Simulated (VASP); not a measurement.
Wanted: the native input for a VASP 6.6.1 run.

| Item | Value |
| --- | --- |
| Task | single point |
| Functional | PBEsol |
| Potentials or basis | VASP PAW PBE potentials, release 64 (Al, O) |
| Cutoff | 520 eV |
| k mesh | 4 × 4 × 4 |
| Occupations | gaussian, width 0.02 eV |
| Spin | no spin polarisation |
| Dipole correction | no |
| Further INCAR settings | LREAL = Auto; ALGO = Fast; EDIFF = 1e-07; NBANDS = 49 |

The structure of Al2O3 lies in POSCAR:

```
Al2O3
1.0
    5.4907190000     -0.0896580000      0.4513830000
   -0.1045560000      5.2341150000      0.2535110000
    0.4588590000      0.2866860000      5.6871000000
Al O
6 9
Direct
    0.0394812798      0.8188915112      0.2161528447
    0.7545724064      0.5809122851      0.8723115434
    0.6257321760      0.0841593232      0.9781600062
    0.2669497871      0.9609694296      0.7316213115
    0.2749840461      0.2725503745      0.3065673771
    0.7398578984      0.2702132500      0.4277283312
    0.5650642601      0.8248234958      0.7885970441
    0.4201622548      0.2622075115      0.5673326953
    0.1309478242      0.9546517916      0.4654172376
    0.0209977890      0.4750387716      0.3161500816
    0.8098571223      0.2916378216      0.7406487902
    0.7572003215      0.9910940851      0.2425622591
    0.2845074671      0.0811855948      0.0433099455
    0.5843828371      0.4166896210      0.1463221420
    0.0232253903      0.7499068370      0.9101675359
```

The cell was built by a generator and needn't be a form met in nature.

These files were run (other wordings do the same):

INCAR

```
SYSTEM = Al2O3
PREC = Accurate
ENCUT = 520
EDIFF = 1E-7
ISMEAR = 0
SIGMA = 0.02
LREAL = Auto
LASPH = .True.
NELM = 100
ALGO = Fast
ISIF = 2
LWAVE = .False.
LCHARG = .True.
GGA = PS
LELF = .True.
LVHAR = .True.
NBANDS = 49
```

KPOINTS

```
regular mesh
0
Gamma
  4 4 4
  0 0 0
```

Potentials or basis: VASP PAW PBE potentials, release 64 (Al, O).

The run is started by

```sh
$ cat potpaw_PBE.64/Al/POTCAR potpaw_PBE.64/O/POTCAR > POTCAR
$ mpirun -np 1 vasp_std > vasp.out
```

It gave:

The pressure is 0.3 GPa, the largest force is 0.046 eV/Å and the band gap on the k mesh is 4.06 eV, indirect (least direct gap 4.21 eV).

Caveat: the PAW data sets were made with another functional, which shifts forces and pressure a little.

It took 2.9 min on 1 thread of Intel(R) Xeon(R) 6975P-C (Granite Rapids) (shared host), peak memory 0.34 GiB.
